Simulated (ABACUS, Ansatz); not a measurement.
This is a calculation of SnO for Ansatz 0.2.0. The cell is a database's computed one, not the measured one.

input.yaml

```yaml
crystal:
  lattice:
    - [3.81369522, 0.0, 0.0]
    - [0.0, 3.81369522, 0.0]
    - [0.0, 0.0, 4.8869133]
  atoms:
    - { symbol: Sn, position: [0.5, 0.0, 0.76462614] }
    - { symbol: Sn, position: [0.0, 0.5, 0.23537386] }
    - { symbol: O, position: [0.0, 0.0, 0.0] }
    - { symbol: O, position: [0.5, 0.5, 0.0] }
hamiltonian:
  xc: pbe
  pseudopotentials: { kind: paw }
kpoints:
  mp_grid: { grid: [7, 7, 6] }
scf:
  occupations: { method: fermi_dirac, width: 0.05 }
output:
  forces: true
  stress: true
  eigenvalues: true
  write_density: true
  write_potential: true
  elf: true
  volumetric_format: npy
```

Potentials or basis: Ansatz PAW.

The run is started by

```bash
$ ansatz run input.yaml --threads 1 --pin off --max-ram 3584MiB --backend cpu --events-out ev --progress --plain --runs-dir out
```

Task: Set up the same calculation for ABACUS 3.10.1. Potentials or basis there: PseudoDojo NC SR 0.4.1 PBE standard, plane waves, cutoff 1143 eV.

Result: As run (cutoffs and basis follow the program's own potentials, and thresholds, step limits or extra output files can differ):

INPUT

```
INPUT_PARAMETERS
suffix              SnO
calculation         scf
basis_type          pw
pseudo_dir          ./
symmetry            1
dft_functional      pbe
ecutwfc             84
pseudo_rcut         10
nspin               1
nbands              24
ks_solver           dav
smearing_method     fd
smearing_sigma      0.00367493
scf_thr             1e-08
scf_nmax            100
mixing_type         broyden
mixing_beta         0.7
cal_force           1
cal_stress          1
out_chg             1
out_pot             2
out_elf             1
```

File STRU:

```
ATOMIC_SPECIES
Sn 118.7100 Sn.upf
O 15.9990 O.upf

LATTICE_CONSTANT
1.8897261246

LATTICE_VECTORS
3.8136952200 0.0000000000 0.0000000000
0.0000000000 3.8136952200 0.0000000000
0.0000000000 0.0000000000 4.8869133000

ATOMIC_POSITIONS
Direct

Sn
0.0
2
0.5000000000 0.0000000000 0.7646261400 1 1 1
0.0000000000 0.5000000000 0.2353738600 1 1 1

O
0.0
2
0.0000000000 0.0000000000 0.0000000000 1 1 1
0.5000000000 0.5000000000 0.0000000000 1 1 1
```

KPT

```
K_POINTS
0
Gamma
7 7 6 0 0 0
```

Potentials or basis: PseudoDojo NC SR 0.4.1 PBE standard, plane waves.

Run with:

```console
$ OMP_NUM_THREADS=1 mpirun -np 4 abacus > log
```

Both were run:

|  | Ansatz | ABACUS |
| --- | --- | --- |
| Pressure | 3.6 GPa | 4.1 GPa |

Ansatz's pressure holds a Pulay term of +0.46 GPa for its cutoff of 420 eV, which the other run lacks.

Where Ansatz's input types no cutoff or centring, it takes its own default and a Γ-centred mesh.

Pressure is positive in compression.
